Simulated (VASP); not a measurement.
# MnS (F-43m) in VASP: a series of runs, part 2 of 2

VASP 6.6.1. Earlier steps stand in the parts before.

**3. Electric field gradients, PBE, collinear spin, typed start (volume scaled by 0.95)**

The input, INCAR:

```
PREC     = Accurate       # precision mode
ENCUT    = 520            # plane-wave cutoff, eV
EDIFF    = 1E-8           # SCF threshold, eV
ISMEAR   = -1             # smearing method
SIGMA    = 0.05           # smearing width, eV
LREAL    = False          # projectors in reciprocal space
LASPH    = True           # aspherical terms in the spheres
NELM     = 150            # most SCF steps
ALGO     = Normal         # electronic algorithm
ISIF     = 2              # what is computed and relaxed
LWAVE    = False          # write WAVECAR
LCHARG   = False          # write CHGCAR
ISPIN    = 2              # spin polarisation
MAGMOM   = 4 0            # initial moments
LORBIT   = 11             # projections on sites
LMAXMIX  = 4              # l up to which the mixer works
GGA      = PE             # functional
LEFG     = True         
NBANDS   = 20             # bands
```

The input, KPOINTS:

```
regular mesh
0
Gamma
  10 10 10
```

The input, POSCAR:

```
MnS
1.0
    0.0000000000      2.7525332030      2.7525332030
    2.7525332030      0.0000000000      2.7525332030
    2.7525332030      2.7525332030      0.0000000000
Mn S
1 1
Direct
    0.0000000000      0.0000000000      0.0000000000
    0.7500000000      0.7500000000      0.7500000000
```

Potentials or basis: VASP PAW PBE potentials, release 64 (Mn_pv, S).

On the command line:

```
$ cat potpaw_PBE.64/Mn_pv/POTCAR potpaw_PBE.64/S/POTCAR > POTCAR
$ mpirun -np 1 vasp_std > vasp.out
```

OUTCAR:

```text
PREC = Accurate
   ENCUT = 520
   EDIFF = 1E-8
   ISMEAR = -1
   LREAL = False
   LASPH = True
   NELM = 150
   ISIF = 2
   ISPIN = 2
   LORBIT = 11
   GGA = PE

 ion  position               nearest neighbor table
   1  0.000  0.000  0.000-   2 2.38   2 2.38   2 2.38   2 2.38
   2  0.750  0.750  0.750-   1 2.38   1 2.38   1 2.38   1 2.38

  LATTYP: Found a face centered cubic cell.
 ALAT       =     5.5050664060

  Lattice vectors:

 A1 = (   0.0000000000,   2.7525332030,   2.7525332030)
 A2 = (   2.7525332030,   0.0000000000,   2.7525332030)
 A3 = (   2.7525332030,   2.7525332030,   0.0000000000)

Analysis of symmetry for initial positions (statically):
=====================================================================
 Subroutine PRICEL returns:
 Original cell was already a primitive cell.

 Routine SETGRP: Setting up the symmetry group for a
 face centered cubic supercell.

 Subroutine GETGRP returns: Found 24 space group operations
 (whereof 24 operations were pure point group operations)
 out of a pool of 48 trial point group operations.

The static configuration has the point symmetry T_d .

Analysis of symmetry for dynamics (positions and initial velocities):
=====================================================================
 Subroutine PRICEL returns:
 Original cell was already a primitive cell.

 Routine SETGRP: Setting up the symmetry group for a
 face centered cubic supercell.

 Subroutine GETGRP returns: Found 24 space group operations
 (whereof 24 operations were pure point group operations)
 out of a pool of 48 trial point group operations.

The dynamic configuration has the point symmetry T_d .

Analysis of structural, dynamic, and magnetic symmetry:
=====================================================================
 Subroutine PRICEL returns:
 Original cell was already a primitive cell.

 Routine SETGRP: Setting up the symmetry group for a
 face centered cubic supercell.

 Subroutine GETGRP returns: Found 24 space group operations
 (whereof 24 operations were pure point group operations)
 out of a pool of 48 trial point group operations.

The overall configuration has the point symmetry T_d .

 Subroutine INISYM returns: Found 24 space group operations
 (whereof 24 operations are pure point group operations),
 and found     1 'primitive' translations

----------------------------------------------------------------------------------------

                                     Primitive cell

  volume of cell :      41.7088

  direct lattice vectors                    reciprocal lattice vectors
     0.000000000  2.752533203  2.752533203    -0.181650851  0.181650851  0.181650851
     2.752533203  0.000000000  2.752533203     0.181650851 -0.181650851  0.181650851
     2.752533203  2.752533203  0.000000000     0.181650851  0.181650851 -0.181650851

  length of vectors
     3.892669787  3.892669787  3.892669787     0.314628504  0.314628504  0.314628504

  position of ions in fractional coordinates (direct lattice)
     0.000000000  0.000000000  0.000000000
     0.750000000  0.750000000  0.750000000

[... 106 lines left out ...]
   LRPA    =     F    only Hartree local field effects (RPA)
 spin polarized calculation
  energy-cutoff  :      520.00
  volume of cell :       41.71
 maximum number of plane-waves:      1158
 NGX is ok and might be reduce to    30

 number of electron      19.0000001 magnetization       4.7566464

 Free energy of the ion-electron system (eV)
  ---------------------------------------------------
  ext. energy  EPLUGINS =         0.00000000
  ---------------------------------------------------
  free energy    TOTEN  =       -14.05379946 eV

  energy without entropy =      -14.04271219  energy(sigma->0) =      -14.04825583

 E-fermi :   4.8647     XC(G=0):  -9.5715

 val. band max:        4.8576632289   @ k =   0.1000   0.1000   0.0000
 cond. band min:       4.8735440105   @ k =  -0.3000   0.4000   0.2000
 fundamental gap:      0.0158807816
 Fermi energy:         4.8647195354

 spin component 1

 k-point     1 :       0.0000    0.0000    0.0000
  band No.  band energies     occupation
      1     -45.7098      1.00000
      2     -45.7098      1.00000
      3     -45.7098      1.00000
      4      -9.2275      1.00000
      5      -0.0485      1.00000
      6      -0.0485      1.00000
[... 541 lines left out ...]
     19      19.6635      0.00000
     20      20.3146      0.00000

 [... further k-points ...]

 spin component 2

 k-point     1 :       0.0000    0.0000    0.0000
  band No.  band energies     occupation
      1     -41.2551      1.00000
      2     -41.2551      1.00000
      3     -41.2551      1.00000
      4      -8.9255      1.00000
      5       1.4492      1.00000
      6       1.4492      1.00000
[... 541 lines left out ...]
     19      20.4125      0.00000
     20      21.0641      0.00000

 [... further k-points ...]

------------------------ aborting loop because EDIFF is reached ----------------------------------------

  FORCE on cell =-STRESS in cart. coord.  units (eV):
  Direction    XX          YY          ZZ          XY          YZ          ZX
  --------------------------------------------------------------------------------------
  -------------------------------------------------------------------------------------
  Total        0.8327241      0.8327241      0.8327241      0.0000000      0.0000000     -0.0000000
  in kB       31.9877742     31.9877742     31.9877742      0.0000000      0.0000000     -0.0000000
  external PRESSURE =      31.9877742 kB  Pullay stress =       0.0000000 kB

 VOLUME and BASIS-vectors are now :
 -----------------------------------------------------------------------------
  energy-cutoff  :      520.00
  volume of cell :       41.71
      direct lattice vectors                 reciprocal lattice vectors
     0.000000000  2.752533203  2.752533203    -0.181650851  0.181650851  0.181650851
     2.752533203  0.000000000  2.752533203     0.181650851 -0.181650851  0.181650851
     2.752533203  2.752533203  0.000000000     0.181650851  0.181650851 -0.181650851

 POSITION                                       TOTAL-FORCE (eV/Angst)
 -----------------------------------------------------------------------------------
      0.00000      0.00000      0.00000        -0.000000     -0.000000     -0.000000
      4.12880      4.12880      4.12880         0.000000      0.000000      0.000000
 -----------------------------------------------------------------------------------
    total drift:                                0.000001      0.000001      0.000001

  FREE ENERGIE OF THE ION-ELECTRON SYSTEM (eV)
  ---------------------------------------------------
  free  energy   TOTEN  =       -14.0537994645 eV

  energy  without entropy=      -14.0427121865  energy(sigma->0) =      -14.04825583

 Electric field gradients (V/A^2)
---------------------------------------------------------------------
 ion       V_xx      V_yy      V_zz      V_xy      V_xz      V_yz
---------------------------------------------------------------------
   1      -0.000    -0.000     0.000     0.004     0.004     0.004
   2      -0.000     0.000    -0.000    -0.000    -0.000    -0.000
---------------------------------------------------------------------

 Electric field gradients after diagonalization (V/A^2)
 (convention: |V_zz| > |V_xx| > |V_yy|)
----------------------------------------------------------------------
 ion       V_xx      V_yy      V_zz     asymmetry (V_yy - V_xx)/ V_zz
----------------------------------------------------------------------
   1      -0.004    -0.004     0.008       0.000
   2       0.000     0.000    -0.001       0.000
----------------------------------------------------------------------

           NMR quadrupolar parameters

 Cq : quadrupolar parameter    Cq=e*Q*V_zz/h
 eta: asymmetry parameters     (V_yy - V_xx)/ V_zz
 Q  : nuclear electric quadrupole moment in mb (millibarn)
----------------------------------------------------------------------
 ion       Cq(MHz)       eta       Q (mb)
----------------------------------------------------------------------
   1       0.000       0.000       1.000
   2      -0.000       0.000       1.000
----------------------------------------------------------------------

 total charge

# of ion       s       p       d       tot
------------------------------------------
    1        0.270   6.231   4.927  11.429
    2        1.316   2.457   0.000   3.773
--------------------------------------------------
tot          1.586   8.688   4.927  15.202

 magnetization (x)

# of ion       s       p       d       tot
------------------------------------------
    1        0.049   0.068   4.094   4.211
    2        0.011   0.061   0.000   0.071
--------------------------------------------------
tot          0.059   0.129   4.094   4.282
```

Run time: 48 s. Hardware: 1 thread of Intel Xeon 6975P-C (Granite Rapids), shared host; peak memory 0.22 GiB.

What came out:

```
Free energy                                           : -14.0538 eV
Pressure                                              : 3.2 GPa
Band gap on the k mesh                                : none (metal or under the smearing width)
Net moment                                            : 4.76 μB per cell
Site moments                                          : Mn +4.21; S +0.07 μB
Valence electrons inside the program's atomic spheres : Mn 11.43; S 3.77
```

Electric field gradients, principal values (V/Å²):
```tsv
atom	Vxx	Vyy	Vzz
1 Mn	-0.004	-0.004	0.008
2 S	0.000	0.000	-0.001
```

Caveat: a cell with one magnetic atom can't hold antiferromagnetic order, which such compounds often take; semilocal functionals often make such compounds metallic where correlation or magnetic order opens a gap, which also shifts bond lengths.
